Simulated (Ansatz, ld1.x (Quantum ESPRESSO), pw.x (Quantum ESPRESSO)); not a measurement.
# ruthenium (Ru) (sc): variants of one TM potential in the solid

* Element: ruthenium (Ru)
* Generator: ld1.x (Quantum ESPRESSO) 7.5
* Type: norm-conserving Troullier–Martins (Kleinman–Bylander form)
* Functional: PBE
* Relativity: scalar-relativistic
* Frozen core: [Kr]
* Valence charge: 8
* Reference configuration: 4d7 5s1 5p0
* Partial waves: 5s (bound): rc 2.80 bohr; 4d (bound): rc 1.70 bohr; 4f channel at -0.1 Ry: rc 2.95 bohr; 5p (bound, empty): rc 3.85 bohr
* Local potential: the p channel
* Core correction: Bessel-smoothed model core inside 0.85 bohr

Crystal test: sc Ru in pw.x 7.5, no spin, 13³ k-points, Fermi–Dirac smearing 0.01 Ry, cutoffs set for each file from its atomic test. The reference is all-electron LAPW (Ansatz 0.2.0) with the same functional, mesh and smearing; V0 and B0 come from Birch–Murnaghan fits to the pressures at five volumes. Errors are pseudo minus all-electron; Δ is the rms difference of the E(V) curves that follow from these fits, minima aligned, over ±6 % about the mean V0. Mesh and smearing are coarse, so the numbers serve the comparison and aren't converged zero-temperature values; the lattice is a test structure that the element need not adopt.

All-electron: a0 = 2.513 Å (V0 = 15.88 Å³/atom), B0 = 217.0 GPa.

Base: The largest radius (3.85 bohr) exceeds half the bond length (2.37 bohr), so the spheres overlap, which is one possible source of error among others. This is a poor potential for the solid. Atomic configuration tests: 2 of 7 tests not solved or not reliable. The logarithmic derivative shows an extra or strongly shifted pseudo pole above the reference energy (s near 1.20 Ry).

A dash in a converged row means that the minimum lies outside the volumes sampled.

```csv
change,cutoffs (Ry),pw.x,a0 (Å),a0 error (%),B0 error (%),Δ (meV/atom),mean pressure error (GPa)
base,75/300,converged,2.541,+1.08,-3.0,24.6,+7.50
local potential the d channel,75/300,converged; bound ghost,–,–,–,–,+23.10
reference 4d7 5s0 5p1,75/300,converged,2.536,+0.92,-2.8,20.8,+6.29
wave 4d (bound): rc 1.70 bohr becomes 4d (bound): rc 1.62 bohr,75/300,converged,2.541,+1.10,-3.1,24.9,+7.60
wave 5s (bound): rc 2.80 bohr becomes 5s (bound): rc 2.10 bohr,75/300,converged,2.540,+1.07,-2.8,24.2,+7.41
```

(1) Give the row for: wave 5p (bound): rc 3.85 bohr becomes 5p (bound): rc 5.86 bohr.

Answers

(1) pw.x: converged; bound ghost; mean pressure error (GPa): +28.76.
